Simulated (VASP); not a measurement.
# BaTiO3 (P4mm) in VASP: a series of runs, part 3 of 3

VASP 6.6.1. The steps go on from the part before.

### Step 4. Relaxation of shape and atoms at fixed volume, LDA (a relaxed cell with its volume scaled by 1.06)

INCAR

```
SYSTEM = BaTiO3
  ALGO = Fast
  EDIFF = 1E-7
  EDIFFG = -0.01
  ENCUT = 600
  IBRION = 2
  ISIF = 4
  ISMEAR = 0
  KPAR = 2
  LASPH = .TRUE.
  LCHARG = .FALSE.
  LREAL = .FALSE.
  LWAVE = .FALSE.
  NELM = 80
  NSW = 40
  PREC = Accurate
  SIGMA = 0.03
```

KPOINTS

```
k-points
0
G
  8 8 8
  0 0 0
```

POSCAR

```
BaTiO3                                  
1.0
    4.0192778537      0.0000000000      0.0000000000
    0.0000000000      4.0192778537      0.0000000000
    0.0000000000     -0.0000000000      4.0674216360
  Ba              Ti              O             
     1     1     3
Direct
     0.0000000000000000    1.0000000000000000    0.0019191113268453
     0.5000000000000000    0.5000000000000000    0.4893446043486940
     0.5000000000000000    0.5000000000000000    0.0221684771398351
     0.5000000000000000    1.0000000000000000    0.5147839035923124
     0.0000000000000000    0.5000000000000000    0.5147839035923124
```

Potentials or basis: VASP PAW LDA potentials, release 64 (Ba_sv, Ti_sv, O).

Started as:

```console
cat potpaw_LDA.64/Ba_sv/POTCAR potpaw_LDA.64/Ti_sv/POTCAR potpaw_LDA.64/O/POTCAR > POTCAR
mpirun -np 2 vasp_std > vasp.out
```

OUTCAR:

```text
SYSTEM = BaTiO3
   EDIFF = 1E-7
   EDIFFG = -0.01
   ENCUT = 600
   IBRION = 2
   ISIF = 4
   ISMEAR = 0
   LASPH = .TRUE.
   LREAL = .FALSE.
   NELM = 80
   NSW = 40
   PREC = Accurate

 ion  position               nearest neighbor table
   1  0.000  0.000  0.002-   4 2.82   5 2.82   5 2.82   4 2.82   3 2.84   3 2.84   3 2.84   3 2.84
                             4 2.90   5 2.90   5 2.90   4 2.90   2 3.47   2 3.47   2 3.47   2 3.47
   2  0.500  0.500  0.489-   3 1.90   4 2.01   5 2.01   4 2.01   5 2.01   3 2.17   1 3.47   1 3.47
                             1 3.47   1 3.47   1 3.52   1 3.52   1 3.52   1 3.52
   3  0.500  0.500  0.022-   2 1.90   2 2.17   1 2.84   1 2.84   1 2.84   1 2.84
   4  0.500  0.000  0.515-   2 2.01   2 2.01   1 2.82   1 2.82   1 2.90   1 2.90
   5  0.000  0.500  0.515-   2 2.01   2 2.01   1 2.82   1 2.82   1 2.90   1 2.90

  LATTYP: Found a simple tetragonal cell.
 ALAT       =     4.0192778537
 C/A-ratio  =     1.0119782170

  Lattice vectors:

 A1 = (   4.0192778537,   0.0000000000,   0.0000000000)
 A2 = (   0.0000000000,   4.0192778537,   0.0000000000)
 A3 = (   0.0000000000,   0.0000000000,   4.0674216360)

Analysis of symmetry for initial positions (statically):
=====================================================================
 Subroutine PRICEL returns:
 Original cell was already a primitive cell.

 Routine SETGRP: Setting up the symmetry group for a
 simple tetragonal supercell.

 Subroutine GETGRP returns: Found  8 space group operations
 (whereof  8 operations were pure point group operations)
 out of a pool of 16 trial point group operations.

The static configuration has the point symmetry C_4v.

Analysis of symmetry for dynamics (positions and initial velocities):
=====================================================================
 Subroutine PRICEL returns:
 Original cell was already a primitive cell.

 Routine SETGRP: Setting up the symmetry group for a
 simple tetragonal supercell.

 Subroutine GETGRP returns: Found  8 space group operations
 (whereof  8 operations were pure point group operations)
 out of a pool of 16 trial point group operations.

The dynamic configuration has the point symmetry C_4v.

 Subroutine INISYM returns: Found  8 space group operations
 (whereof  8 operations are pure point group operations),
 and found     1 'primitive' translations

----------------------------------------------------------------------------------------

                                     Primitive cell

  volume of cell :      65.7075

  direct lattice vectors                    reciprocal lattice vectors
     4.019277854  0.000000000  0.000000000     0.248800913  0.000000000  0.000000000
     0.000000000  4.019277854  0.000000000     0.000000000  0.248800913  0.000000000
     0.000000000  0.000000000  4.067421636     0.000000000  0.000000000  0.245855997

  length of vectors
     4.019277854  4.019277854  4.067421636     0.248800913  0.248800913  0.245855997

  position of ions in fractional coordinates (direct lattice)
     0.000000000  0.000000000  0.001919111
     0.500000000  0.500000000  0.489344604
     0.500000000  0.500000000  0.022168477
     0.500000000  0.000000000  0.514783904
     0.000000000  0.500000000  0.514783904

  ion indices of the primitive-cell ions
   primitive index   ion index
                 1           1
                 2           2
                 3           3
[... 66 lines left out ...]
   ISTART =      0    job   : 0-new  1-cont  2-samecut
   ICHARG =      2    charge: 1-file 2-atom 10-const
   ISPIN  =      1    spin polarized calculation?
   LNONCOLLINEAR =      F non collinear calculations
   LSORBIT =      F    spin-orbit coupling
   LASPH  =      T    aspherical Exc in radial PAW
   ENCUT  =  600.0 eV  44.10 Ry    6.64 a.u.   8.03  8.03  8.12*2*pi/ulx,y,z
   NELM   =     80;   NELMIN=  2; NELMDL= -5     # of ELM steps
   EDIFF  = 0.1E-06   stopping-criterion for ELM
   LREAL  =      F    real-space projection
   EDIFFG = -.1E-01   stopping-criterion for IOM
   NSW    =     40    number of steps for IOM
   IBRION =      2    ionic relax: 0-MD 1-quasi-New 2-CG
   NFREE  =      1    steps in history (QN), initial steepest desc. (CG)
   ISIF   =      4    stress and relaxation
   ISYM   =      2    0-nonsym 1-usesym 2-fastsym
   POTIM  = 0.5000    time-step for ionic-motion
   TEBEG  =    0.0;   TEEND  =   0.0 temperature during run
   PSTRESS=    0.0 pullay stress
   NELECT =      40.0000    total number of electrons
   NUPDOWN=      -1.0000    fix difference up-down
   EMIN   =  10.00;   EMAX   =-10.00  energy-range for DOS
   EFERMI =   0.00;   METHOD = LEGACY
   ISMEAR =     0;   SIGMA  =   0.03  broadening in eV -4-tet -1-fermi 0-gaus
   EFERMI_NEDOS =   21; number of points for ismear=-14 and -15
   IALGO  =     68    algorithm
   IMIX   =      4    mixing-type and parameters
     AMIX     =   0.40;   BMIX     =  1.00
     AMIX_MAG =   1.60;   BMIX_MAG =  1.00
  volume/ion in A,a.u.               =      13.14        88.68
  Fermi-wavevector in a.u.,A,eV,Ry     =   1.387468  2.621935 26.192145  1.925068
  Thomas-Fermi vector in A             =   2.511687
   LORBIT       =      0    0 simple, 1 ext, 2 COOP (PROOUT), +10 PAW based schemes
   GGA     = CA    functional components
   LHFCALC =     F    Hartree Fock is set to
   AEXX    =    0.0000 exact exchange contribution
   IVDW    =     0    specifies the selected vdW correction
   LEPSILON=     F    determine dielectric tensor
   LRPA    =     F    only Hartree local field effects (RPA)
 conjugate gradient relaxation of ions
 non-spin polarized calculation
 RMM-DIIS sequential band-by-band and
 Gauss-broadening in eV      SIGMA  =   0.03
  energy-cutoff  :      600.00
  volume of cell :       65.71
 maximum number of plane-waves:      2228
   NGX = 17   NGY = 17   NGZ = 17

--------------------------------------- Ionic step        1  -------------------------------------------

 number of electron      40.0000003 magnetization

 Free energy of the ion-electron system (eV)
  ---------------------------------------------------
  ext. energy  EPLUGINS =         0.00000000
  ---------------------------------------------------
  free energy    TOTEN  =       -44.05667150 eV

  energy without entropy =      -44.05667150  energy(sigma->0) =      -44.05667150

------------------------ aborting loop EDIFF was not reached (unconverged)  ----------------------------

  FORCE on cell =-STRESS in cart. coord.  units (eV):
  Direction    XX          YY          ZZ          XY          YZ          ZX
  --------------------------------------------------------------------------------------
  -------------------------------------------------------------------------------------
  Total       -4.0540452     -4.0540452     -4.0307322      0.0000000      0.0000000      0.0000000
  in kB      -98.8516491    -98.8516491    -98.2831968      0.0000000      0.0000000      0.0000000
  external PRESSURE =     -98.6621650 kB  Pullay stress =       0.0000000 kB
[... 98 lines left out ...]
  FREE ENERGIE OF THE ION-ELECTRON SYSTEM (eV)
  ---------------------------------------------------
  free  energy   TOTEN  =       -44.0727123219 eV

  energy  without entropy=      -44.0727123219  energy(sigma->0) =      -44.07271232

[... ionic steps 4 to 15 ...]

--------------------------------------- Ionic step       16  -------------------------------------------

 number of electron      39.9999985 magnetization

------------------------ aborting loop because EDIFF is reached ----------------------------------------
[... 73 lines left out ...]
--------------------------------------- Ionic step       18  -------------------------------------------

 number of electron      39.9999985 magnetization

 Free energy of the ion-electron system (eV)
  ---------------------------------------------------
  ext. energy  EPLUGINS =         0.00000000
  ---------------------------------------------------
  free energy    TOTEN  =       -44.09199606 eV

  energy without entropy =      -44.09199606  energy(sigma->0) =      -44.09199606

 E-fermi :   3.8231     XC(G=0): -11.5906

 val. band max:        3.5392606690   @ k =   0.5000   0.5000   0.5000
 cond. band min:       5.2563776636   @ k =   0.0000   0.0000   0.0000
 fundamental gap:      1.7171169946
 Fermi energy:         3.8231350444

 k-point     1 :       0.0000    0.0000    0.0000
  band No.  band energies     occupation
      1     -52.3201      2.00000
      2     -29.0607      2.00000
      3     -28.9270      2.00000
      4     -28.9270      2.00000
      5     -21.4416      2.00000
      6     -13.1910      2.00000
[... 637 lines left out ...]
     23       7.1143      0.00000
     24       8.1722      0.00000

 [... further k-points ...]
[... 5 lines left out ...]
  --------------------------------------------------------------------------------------
  -------------------------------------------------------------------------------------
  Total       -2.7240390     -2.7240390     -2.7242393      0.0000000      0.0000000      0.0000000
  in kB      -66.4214964    -66.4214964    -66.4263804      0.0000000      0.0000000      0.0000000
  external PRESSURE =     -66.4231244 kB  Pullay stress =       0.0000000 kB
[... 20 lines left out ...]
  FREE ENERGIE OF THE ION-ELECTRON SYSTEM (eV)
  ---------------------------------------------------
  free  energy   TOTEN  =       -44.0919960559 eV

  energy  without entropy=      -44.0919960559  energy(sigma->0) =      -44.09199606

 reached required accuracy - stopping structural energy minimisation
```

Wall time 13 min (2 MPI ranks of Intel Xeon Platinum 8488C (Sapphire Rapids), shared host); peak memory 0.29 GiB.

What came out:

```
Free energy               : -44.0920 eV
Energy gained by relaxing : 7.1 meV/atom
Ionic steps               : 18
Pressure after relaxing   : -6.6 GPa
Band gap on the k mesh    : 1.72 eV, indirect (least direct gap 2.28 eV)
```

Forces on the atoms (eV/Å):
```
Ba   0.000  0.000 -0.001
Ti   0.000  0.000 -0.003
O    0.000  0.000 -0.001
O    0.000  0.000  0.002
O    0.000  0.000  0.002
```

The path:
```tsv
step	energy change (eV)	largest force (eV/Å)	pressure (GPa)
1	0.0000	0.4151	-9.87
2	-0.0126	0.2421	-9.19
3	-0.0160	0.1419	-8.79
4	-0.0150	0.2492	-7.86
5	0.0996	0.0815	-8.24
6	-0.0169	0.0809	-8.57
7	-0.0170	0.0824	-8.51
8	-0.0258	0.0988	-7.91
9	-0.0317	0.1549	-6.80
10	-0.0323	0.1991	-7.22
11	-0.0336	0.0961	-7.04
12	-0.0346	0.0579	-6.98
13	-0.0352	0.0336	-6.87
14	-0.0353	0.0045	-6.74
15	-0.0353	0.0173	-6.69
16	-0.0353	0.0251	-6.67
17	-0.0353	0.0145	-6.67
18	-0.0353	0.0028	-6.64
```

Final structure:
```
CELL_PARAMETERS angstrom
3.96696 0.00000 0.00000
0.00000 3.96696 0.00000
0.00000 0.00000 4.17541
ATOMIC_POSITIONS crystal
Ba 0.00000 0.00000 0.99121
Ti 0.50000 0.50000 0.47385
O 0.50000 0.50000 0.04010
O 0.50000 0.00000 0.51892
O 0.00000 0.50000 0.51892
```

Caveat: spin-orbit coupling is left out, which moves the levels of the heavy elements. A k mesh can miss the band edges.

### Step 5. Relaxation of cell and atoms, PBEsol

INCAR

```
SYSTEM = BaTiO3
PREC = Accurate ; ENCUT = 600
EDIFF = 1E-6 ; ISMEAR = 0
SIGMA = 0.03 ; LREAL = .FALSE.
LASPH = .TRUE. ; NELM = 80
ALGO = Normal ; ISIF = 3
LWAVE = .FALSE. ; LCHARG = .FALSE.
GGA = PS ; IBRION = 2
NSW = 90 ; EDIFFG = -0.01
KPAR = 2
```

KPOINTS

```
regular mesh
0
G
  8 8 8
  0 0 0
```

POSCAR

```
BaTiO3
1.0
    3.9998000000      0.0000000000      0.0000000000
    0.0000000000      3.9998000000      0.0000000000
    0.0000000000      0.0000000000      4.0180000000
Ba Ti O
1 1 3
Direct
    0.0000000000      0.0000000000      0.0000000000
    0.5000000000      0.5000000000      0.4900000000
    0.5000000000      0.5000000000      0.0190000000
    0.5000000000      0.0000000000      0.5170000000
    0.0000000000      0.5000000000      0.5170000000
```

Potentials or basis: VASP PAW PBE potentials, release 64 (Ba_sv, Ti_sv, O).

Started as:

```console
cat potpaw_PBE.64/Ba_sv/POTCAR potpaw_PBE.64/Ti_sv/POTCAR potpaw_PBE.64/O/POTCAR > POTCAR
mpirun -np 2 vasp_std > vasp.out
```

Run time: 6.8 min. Hardware: 2 MPI ranks of Intel Xeon Platinum 8488C (Sapphire Rapids), shared host; peak memory 0.29 GiB.

It converged, with:

| Item | Value |
| --- | --- |
| Free energy | -42.0083 eV |
| Relaxed volume | 12.79 Å³/atom |
| Relaxed cell | a = 3.966 Å, b = 3.966 Å, c = 4.066 Å, α = 90.00°, β = 90.00°, γ = 90.00° |
| Space group after relaxing (to 0.05 Å) | P4mm (No. 99) |
| Energy gained by relaxing | 3.0 meV/atom |
| Ionic steps | 13 |
| Pressure after relaxing | 0.0 GPa |
| Largest force after relaxing | 0.006 eV/Å |
| Band gap on the k mesh | 1.76 eV, indirect (least direct gap 2.19 eV) |

Forces in eV/Å, atoms in the order of the input:
```
Ba   0.000  0.000 -0.004
Ti   0.000  0.000 -0.006
O    0.000  0.000  0.005
O    0.000  0.000  0.002
O    0.000  0.000  0.002
```

Stress tensor (GPa, compression positive):
```
 0.05  0.00  0.00
 0.00  0.05  0.00
 0.00  0.00 -0.05
```

Step by step:
```csv
step,energy change (eV),largest force (eV/Å),pressure (GPa),volume (Å³)
1,0.0000,0.3270,-2.15,64.28
2,-0.0031,0.0389,2.65,62.69
3,-0.0086,0.1429,0.46,63.38
4,-0.0112,0.0847,0.32,63.51
5,-0.0125,0.0977,0.08,63.79
6,-0.0127,0.0942,0.10,63.71
7,-0.0137,0.0544,-0.07,63.84
8,-0.0141,0.0693,-0.37,64.05
9,-0.0145,0.0625,0.06,63.93
10,-0.0145,0.0629,0.08,63.93
11,-0.0147,0.0363,0.05,63.95
12,-0.0148,0.0297,0.01,63.96
13,-0.0149,0.0058,0.02,63.97
```

Final structure:
```cif
data_structure
_symmetry_space_group_name_H-M 'P 1'
_symmetry_Int_Tables_number 1
_cell_length_a 3.9665
_cell_length_b 3.9665
_cell_length_c 4.0663
_cell_angle_alpha 90.000
_cell_angle_beta 90.000
_cell_angle_gamma 90.000
_cell_volume 63.97
loop_
_atom_site_label
_atom_site_type_symbol
_atom_site_fract_x
_atom_site_fract_y
_atom_site_fract_z
_atom_site_occupancy
Ba1 Ba 0.00000 0.00000 0.99865 1
Ti1 Ti 0.50000 0.50000 0.48200 1
O1 O 0.50000 0.50000 0.02903 1
O2 O 0.50000 0.00000 0.51666 1
O3 O 0.00000 0.50000 0.51666 1
```

Levels at points of the mesh, in eV from the valence-band top:
| k point | band 18 | band 19 | band 20 | band 21 | band 22 | band 23 |
| --- | --- | --- | --- | --- | --- | --- |
| (0.00, 0.00, 0.00) | -0.54 | -0.43 | -0.43 | 1.76 | 2.16 | 2.16 |
| (0.50, 0.00, 0.00) | -1.77 | -1.23 | -1.05 | 2.28 | 3.56 | 3.63 |
| (0.50, 0.50, 0.00) | -1.05 | -1.05 | -0.08 | 3.66 | 3.66 | 4.02 |
| (0.00, 0.00, 0.50) | -2.07 | -0.74 | -0.74 | 1.92 | 3.56 | 3.56 |
| (0.50, 0.00, 0.50) | -1.02 | -0.98 | -0.33 | 3.58 | 3.60 | 3.92 |
| (0.50, 0.50, 0.50) | -0.24 | -0.24 | 0.00 | 4.20 | 4.20 | 4.25 |

Caveat: the PAW data sets were made with another functional, which shifts forces and pressure a little; spin-orbit coupling is left out, which moves the levels of the heavy elements. A k mesh can miss the band edges.

### Step 6. Summary

```tsv
task	level	potentials or basis	cell	gap on the mesh (eV)	pressure (GPa)	largest force (eV/Å)
relaxation of shape and atoms at fixed volume	LDA	VASP PAW LDA potentials, release 64 (Ba_sv, Ti_sv, O)	atoms relaxed at fixed volume from: a relaxed cell with its volume scaled by 1.02	1.74	-2.8	0.01
relaxation of shape and atoms at fixed volume	LDA	VASP PAW LDA potentials, release 64 (Ba_sv, Ti_sv, O)	atoms relaxed at fixed volume from: a relaxed cell with its volume scaled by 1.04	1.72	-5.0	0.01
relaxation of shape and atoms at fixed volume	LDA	VASP PAW LDA potentials, release 64 (Ba_sv, Ti_sv, O)	atoms relaxed at fixed volume from: a relaxed cell with its volume scaled by 1.06	1.72	-6.6	-
relaxation of cell and atoms	PBEsol	VASP PAW PBE potentials, release 64 (Ba_sv, Ti_sv, O)	relaxed	1.76	0.0	0.01
```

Alike in all rows: no spin polarisation; k mesh 8 × 8 × 8; cutoff (eV) 600; smearing gaussian 0.03 eV.

Caveats: spin-orbit coupling is left out, which moves the levels of the heavy elements; the PAW data sets were made with another functional, which shifts forces and pressure a little (some runs).

Absolute energies hang on the potentials; compare differences alone.
